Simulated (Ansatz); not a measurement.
## AlN (P6_3/mmc), a sublattice moved along a line

Level of theory: DFT PBEsol, scalar-relativistic, plane waves, PAW in Ansatz 0.2.0. Cutoff 420 eV, Γ-centred 12×12×6 k-points, Gaussian smearing of 0.05 eV. No spin polarisation. Energies are free energies at this smearing, counted from the undisturbed cell; pressure is positive in compression.

Reference structure (as given, not relaxed at this level; it stands at -3.5 GPa; this form isn't the usual structure):

```
CELL_PARAMETERS angstrom
3.31212 0.00000 0.00000
-1.65606 2.86838 0.00000
0.00000 0.00000 4.18756
ATOMIC_POSITIONS crystal
Al 0.33333 0.66667 0.75000
Al 0.66667 0.33333 0.25000
N 0.33333 0.66667 0.25000
N 0.66667 0.33333 0.75000
```

Every Al atom is moved by x along the Cartesian unit vector (-0.866, -0.500, 0.000); the cell and all other atoms stay fixed.

| x (Å) | ΔE (meV/cell) | force along x on the moved atoms (eV/Å) | pressure (GPa) | gap on the mesh (eV) |
| --- | --- | --- | --- | --- |
| -0.1000 | 150.2 | 3.04 | -2.0 | 3.15 |
| -0.0500 | 37.2 | 1.49 | -3.1 | 3.17 |
| 0.0000 | 0.0 | 0.00 | -3.5 | 3.17 |
| 0.0125 | 2.3 | -0.37 | -3.4 | 3.17 |
| 0.0250 | 9.3 | -0.74 | -3.4 | 3.17 |
| 0.0375 | ? | -1.12 | -3.3 | ? |
| 0.0625 | 58.3 | -1.87 | -2.9 | 3.17 |
| 0.0750 | 84.1 | ? | ? | 3.16 |
| 0.0875 | 114.7 | -2.65 | -2.3 | 3.16 |

By symmetry 0.1000 repeats -0.1000, -0.0750 repeats 0.0750, 0.0500 repeats -0.0500, -0.0250 repeats 0.0250 in energy; the slope of the energy along the path changes sign there.

Task: Give the withheld values.

Result: ΔE (meV/cell) at x (Å) = 0.0375: 20.9; gap on the mesh (eV) at x (Å) = 0.0375: 3.17; force along x on the moved atoms (eV/Å) at x (Å) = 0.0750: -2.26; pressure (GPa) at x (Å) = 0.0750: -2.6.

Cost: 9 runs of about 1.1 core-minutes in all, on Arm Neoverse V2 (shared hosts).